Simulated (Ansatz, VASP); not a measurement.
**Two plane-wave programs on VH2**

Contents of INCAR:

```
SYSTEM = VH2
  ALGO = Normal
  EDIFF = 1E-7
  EDIFFG = -0.005
  ENCUT = 600
  GGA = PS
  IBRION = 2
  ISIF = 3
  ISMEAR = 0
  LASPH = .TRUE.
  LCHARG = .FALSE.
  LREAL = .FALSE.
  LWAVE = .FALSE.
  NELM = 100
  NSW = 100
  PREC = Accurate
  SIGMA = 0.1
```

KPOINTS

```
k-points
0
G
  18 18 18
  0 0 0
```

The input POSCAR:

```
VH2
1.0
    0.0000000000      2.0837753068      2.0837753068
    2.0837753068      0.0000000000      2.0837753068
    2.0837753068      2.0837753068      0.0000000000
V H
1 2
Direct
    0.0000000000      0.0000000000      0.0000000000
    0.2500000000      0.2500000000      0.2500000000
    0.7500000000      0.7500000000      0.7500000000
```

Input for Ansatz:

```yaml
crystal:
  lattice:
    - [0.0, 2.0837753034, 2.0837753034]
    - [2.0837753034, 0.0, 2.0837753034]
    - [2.0837753034, 2.0837753034, 0.0]
  atoms:
    - { symbol: V, position: [0.0, 0.0, 0.0] }
    - { symbol: H, position: [0.25, 0.25, 0.25] }
    - { symbol: H, position: [0.75, 0.75, 0.75] }
basis:
  ecutwfc: 420
kpoints:
  mp_grid: { grid: [18, 18, 18] }
hamiltonian:
  xc: pbesol
scf:
  occupations: { method: gaussian, width: 0.1 }
output:
  forces: true
  stress: true
  eigenvalues: true
  write_density: true
  write_potential: true
  elf: true
  volumetric_format: npy
relax:
  adjacent_minimum: "off"
  f_tol: 0.005
  max_steps: 80
  cell: { stress_tol: 0.05 }
```

Alike in both runs: task relaxation of cell and atoms; functional PBEsol; k mesh 18 × 18 × 18; occupations gaussian, width 0.1 eV; no spin polarisation.

```csv
,VASP,Ansatz
version,VASP 6.6.1,Ansatz 0.2.0
potentials or method,"VASP PAW PBE potentials, release 64 (V_sv, H)","scalar-relativistic, plane waves, PAW"
plane-wave cutoff (eV),600,420
valence electrons in the cell,15,15
```

```tsv
	VASP	Ansatz	Ansatz less VASP
gap on the k mesh at the Fermi level, each at its own relaxed structure (eV)	none	none	-
relaxed volume (Å³/atom)	6.02	6.02	-0.006
relaxed cell length with the largest relative difference (Å)	2.946	2.945	-0.0010
```

A gap of «none» marks a metal or a gap that the smearing closes.

Caveats: the PAW data sets were made with another functional, which shifts forces and pressure a little (VASP).
